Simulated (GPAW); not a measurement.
Runs of GPAW 26.7.0 on CdS (Hawleyite). It takes space group F-43m (No. 216, cubic). Conventional cell: a = 5.833 Å, b = 5.833 Å, c = 5.833 Å, α = 90.00°, β = 90.00°, γ = 90.00°. Around Cd (site symmetry -43m) lie 4 S at 2.53 Å. Around S (site symmetry -43m) lie 4 Cd at 2.53 Å. 

| task | level | potentials or basis | k mesh | cutoff (eV) | smearing | maxiter | convergence | response ecut | response k mesh | response bands | mesh quality | gap on the mesh (eV) | pressure (GPa) |
| --- | --- | --- | --- | --- | --- | --- | --- | --- | --- | --- | --- | --- | --- |
| single point | LDA | the program's PAW data sets (release 1.2.1) made for this functional, pw | 6 × 6 × 6 | 450 | fermi-dirac 0.05 eV | 120 | default | - | - | - | not flagged | 0.85 | (a) |
| dielectric tensor | PBE | GPAW PAW data sets (gpaw-data 1.2.1), pw | 6 × 6 × 6 | 450 | fermi-dirac 0.001 eV | 150 | - | 80 eV | 20 × 20 × 20 | 29 | not flagged | 1.13 | - |
| single point | PBE | GPAW PAW data sets (gpaw-data 1.2.1), pw | 6 × 6 × 6 | 450 | fermi-dirac 0.05 eV | 120 | default | - | - | - | not flagged | 1.13 | 1.8 |
| dielectric tensor | LDA | the program's PAW data sets (release 1.2.1) made for this functional, pw | 6 × 6 × 6 | 450 | fermi-dirac 0.001 eV | 150 | - | 80 eV | 20 × 20 × 20 | 29 | not flagged | 0.85 | - |

Alike in all rows: no spin polarisation; cell as given.

Problem. Fill in the values left out.

Solution. (a) -3.6.

Caveats: the cutoff is short for stress and forces, so pressures can be off by a GPa or more (some runs); the long-wavelength limit can be off by several per cent where d states take part (some runs).

A k mesh can miss the band edges, and the runs leave out spin-orbit coupling on Cd.
